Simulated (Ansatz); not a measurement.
Crystal: ZrB2.

```
Zr B
1.0
     3.17000    0.00000    0.00000
    -1.58500    2.74530    0.00000
     0.00000    0.00000    3.53300
Zr B
1 2
Direct
  0.00000 0.00000 0.00000
  0.66667 0.33333 0.50000
  0.33333 0.66667 0.50000
```

Below is the output of Ansatz 0.2.0 for this cell. Logs are shortened: lines on timing, memory, paths and dates and some standing lists are left out, and cuts for length are marked.

```text
Warning: RAYON_NUM_THREADS=2 ignored (pool sized by the plan → 2); use --threads N
hamiltonian.pseudopotentials.datasets: crystal makes datasets for this crystal and solves the spheres of its atoms anew in each pass: cutoff 300.0 eV, the density's 1200.0 eV; for an error of 0.50 meV an atom under PBE, 1.5 meV for the cell; an energy difference from a run of another recipe may be off by several times the error for the cell, under r2SCAN by more, where some 0.1 meV an atom stays at smaller errors; B in spheres of 0.910 Å, 3 of its electrons in bands; Zr in spheres of 1.376 Å, 12 of its electrons in bands
Engine: ansatz 0.2.0, aarch64-unknown-linux-gnu
Pseudopotentials: kind: all_electron
Pseudopotential: Zr, paw, valence charge 12, recommended cutoff 300 eV (normal), crystal/all_electron/pbesol/scalar/gaussian/Zr, Koelling and Harmon's equation, gaussian nucleus
Pseudopotential: B, paw, valence charge 3, recommended cutoff 300 eV (normal), crystal/all_electron/pbesol/scalar/gaussian/B, Koelling and Harmon's equation, gaussian nucleus
Functional definition: PBEsol
  exchange = pbesol_x
  correlation = pbesol_c
Crystal: 3 atoms, lattice volume = 30.746 Å³
Basis set: ecut = 300 eV, 363 PW (Γ), exchange–correlation on 36×36×40 points (8 copies of the dense FFT grid, shifted against one another)
Bands: 13, of which v1, the nominal top of the filled ones, is band 9 counted from 1 (8 counted from 0)
Symmetry: 24 space group operations
Space group: P6/mmm (ITA 191), of the structure as read, at distance tolerance 3.1e-5 Å
k-points: 70 of 800
Non-local potential: Zr, projectors of the file, l = 0: 2, l = 1: 2, l = 2: 2
Non-local potential: B, projectors of the file, l = 0: 1, l = 1: 1
PAW form: soft (Blöchl's): semilocal exchange-correlation on the pseudo side does not see the compensation charge
PAW one-centre angular grid: Zr, 590 points (default); XC on its mesh's 1891 points in the sphere
PAW one-centre angular grid: B, 110 points (default); XC on its mesh's 1945 points in the sphere
Initial density: superposition of atomic densities (neutral atoms: chi_scale 0, normalization atom)
Initial wavefunctions: pseudopotential atomic-orbital guess
Functional: x = pbesol(κ = 0.804, μ = 0.12345679012345678), c = pbesol(β = 0.046)
iter 1 solved again at ethr=1.85e-2 eV; its pass at ethr=1.00e-1 eV (dr2=3.33e0 eV) is discarded
SCF iter   1: F=—  HF=-99221.773692 eV  |F-HF|=—  |Δ(HF+E_count)|=         —  Δρ=7.88e-2  dr2=3.49e0  ethr=1.85e-2  ⟨swp⟩=2.0  Hψ=4886  notcnv=0
preconditioner: auto → none  [metal: Δε(μ)=0.122 eV  Ē_g=17.038 eV  σ=0.050 eV  W_gap=0.44  n_scr=8 (ndim 8)  ℏωp=26.8 eV  f_vac=0.000  D(μ)=0.32/eV (n_scr^D=0)  sad-step TF]
SCF iter   2: F=—  HF=-99221.308133 eV  |F-HF|=—  |Δ(HF+E_count)|=   4.66e-1  Δρ=4.30e-2  dr2=1.05e0  ethr=1.85e-2  ⟨swp⟩=2.6  Hψ=1869  notcnv=0  defer=1
[... 10 lines left out ...]
SCF converged after 8 iterations
Free energy (F): -99221.065870 eV
Harris-Foulkes:  -99221.065870 eV  (|F-HF|=2.52e-8)
Internal energy: -99221.063060 eV  (E = F + TS)
E sigma→0 (E₀):  -99221.064465 eV
Entropy (-TS):   -0.002810 eV (-0.937 meV/atom)
Past the cutoff: the bands carry plane waves up to 1.75 times it, of which those up to 1.5 times it add -0.000416 eV an atom, each by itself; the spheres take 0.000216 eV an atom off the energy for waves past 1.75 times it
By the cutoff:   a pressure is off by up to 0.008 GPa (1.2 times the spheres' own share and the shells' term, over an atom's volume, and 0.004 GPa: a bound that held against runs at twice the plane waves)
Past the cutoffs: a stress includes 0.0011 GPa for waves and charges beyond them, in addition to the slope of what the spheres take
In the spheres:  the bands' charges fall short by 4.4e-7 e at most (sound up to 1e-3)
Fermi energy:    17.075177 eV
--- Per-component energies (eV) ---
  E_band       = 0.531853
  E_kinetic    = 288.684292
  E_local      = -330.330851  (includes V_loc(G=0)·N_el)
  E_nonlocal   = 28.526182
  E_hartree    = 198.478503
  E_xc         = -144.842604
  E_vxc        = -188.892186  (∫ρ·V_xc dr)
  E_paw        = -99687.192132  (= ΣΔE_a)
  E_vpaw       = -1934.207139  (= ΣTr[D̂ρ^β])
  E_ewald      = -1314.184620
  E_smearing   = -0.002810  (= −TS)
  E_closure    = 1739.798169  (closes the sum)
  Σ components = -99221.065870   (vs F -99221.065870, Δ=0.00e0)
  The terms above E_closure are by the made datasets' own strengths, without shells solved beside the bands.
--- Forces (eV/Å), atoms counted from 1 ---
  atom   1  Zr    -0.00000000     0.00000000     0.00000000
  atom   2  B      0.00000000     0.00000000     0.00000000
  atom   3  B      0.00000000    -0.00000000     0.00000000
  max |Σ_I F_I| component: 5.55e-17 eV/Å
--- Stress (GPa, compression-positive) ---
       -4.037098       0.000000       0.000000
       -0.000000      -4.037098       0.000000
        0.000000       0.000000      -4.084248
  P = ⅓ Tr σ = -4.0528 GPa (-40.528 kbar)
--- Band table (eV; the first three rows and the last of 70) ---
  k-point 0: bands = ["-31.3308", "-9.5520", "-8.9946", "-8.9946", "4.4791", "14.5546", "14.5546", "14.5558", "14.8570", "20.5675", "20.5675"]
  k-point 1: bands = ["-31.3279", "-9.6083", "-8.9908", "-8.9908", "4.7104", "13.3588", "14.7018", "14.7018", "15.9829", "19.5954", "19.5954"]
  k-point 2: bands = ["-31.3210", "-9.7410", "-8.9816", "-8.9816", "5.3327", "11.9850", "15.1307", "15.1307", "17.2433", "18.4618", "18.4618"]
  k-point 69: bands = ["-31.1821", "-9.6821", "-9.6473", "-9.5077", "8.0223", "8.9772", "12.2953", "14.4182", "14.4770", "21.1838", "22.9183"]
```

Task: What input gives this log?

Result: Density of states with PBEsol, no spin polarisation. The files as run (others can give the same):

input.yaml
```yaml
crystal:
  lattice:
    - [3.17, 0.0, 0.0]
    - [-1.585, 2.74530053, 0.0]
    - [0.0, 0.0, 3.533]
  atoms:
    - { symbol: Zr, position: [0.0, 0.0, 0.0] }
    - { symbol: B, position: [0.6666666667, 0.3333333333, 0.5] }
    - { symbol: B, position: [0.3333333333, 0.6666666667, 0.5] }
kpoints:
  mp_grid: { grid: [10, 10, 8] }
scf:
  occupations: { method: fermi_dirac, width: 0.05 }
hamiltonian:
  xc: pbesol
  pseudopotentials: { kind: all_electron, datasets: crystal }
output:
  forces: true
  stress: true
  eigenvalues: true
  dos: { projected: false, de: 0.2, e_range: [-10, 8] }
```

Potentials or basis: all-electron PAW datasets made for the crystal.
Command:
```bash
$ ansatz run input.yaml --threads 2 --pin off --max-ram 8192MiB --backend cpu --events-out ev --progress --plain --runs-dir out
```

Caveat: the program warned that the printed levels may be off, so bands, gaps and densities of states are rough; the density of states is complete only up to the lowest level of the last band computed.
